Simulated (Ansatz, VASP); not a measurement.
## Ru in VASP and in Ansatz

Contents of INCAR:

```
PREC = Accurate
ENCUT = 520
EDIFF = 1E-6
ISMEAR = -1
SIGMA = 0.08
LREAL = False
LASPH = True
NELM = 100
ALGO = Normal
ISIF = 2
LWAVE = False
LCHARG = True
GGA = PE
LELF = True
LVHAR = True
NBANDS = 21
```

Contents of KPOINTS:

```
Automatic mesh
0
Gamma
  14 14 8
```

The input POSCAR:

```
Ru
1.0
    1.3603692281     -2.3562286202      0.0000000000
    1.3603692281      2.3562286202      0.0000000000
    0.0000000000      0.0000000000      4.2960587739
Ru
2
Direct
    0.6666666670      0.3333333330      0.2500000000
    0.3333333330      0.6666666670      0.7500000000
```

Input for Ansatz:

```yaml
crystal:
  lattice:
    - [1.3603692281, -2.3562286202, 0.0]
    - [1.3603692281, 2.3562286202, 0.0]
    - [0.0, 0.0, 4.2960587739]
  atoms:
    - { symbol: Ru, position: [0.666666667, 0.333333333, 0.25] }
    - { symbol: Ru, position: [0.333333333, 0.666666667, 0.75] }
kpoints:
  mp_grid: { grid: [14, 14, 8] }
scf:
  occupations: { method: fermi_dirac, width: 0.08 }
hamiltonian:
  xc: pbe
  pseudopotentials: { kind: all_electron, lapw: { basis_error: 0.001 } }
output:
  forces: true
  stress: true
  eigenvalues: true
```

Alike in both runs: task single point; functional PBE; k mesh 14 × 14 × 8; occupations fermi-dirac, width 0.08 eV; no spin polarisation.

|  | VASP | Ansatz |
| --- | --- | --- |
| version | VASP 6.6.1 | Ansatz 0.2.0 |
| potentials or method | VASP PAW PBE potentials, release 64 (Ru_pv) | all-electron LAPW, scalar-relativistic |
| plane-wave cutoff (eV) | 520 | see its input |

VASP gave:

```
pressure (GPa)                                  : 0.0
largest component of the traceless stress (GPa) : 0.35
```

**Question.** Estimate Ansatz's values.

**Answer.** Pressure (GPa): 0.0; largest component of the traceless stress (GPa): 0.38.

Ansatz ran all-electron here, so the differences hold the error of VASP's frozen core and of both bases.
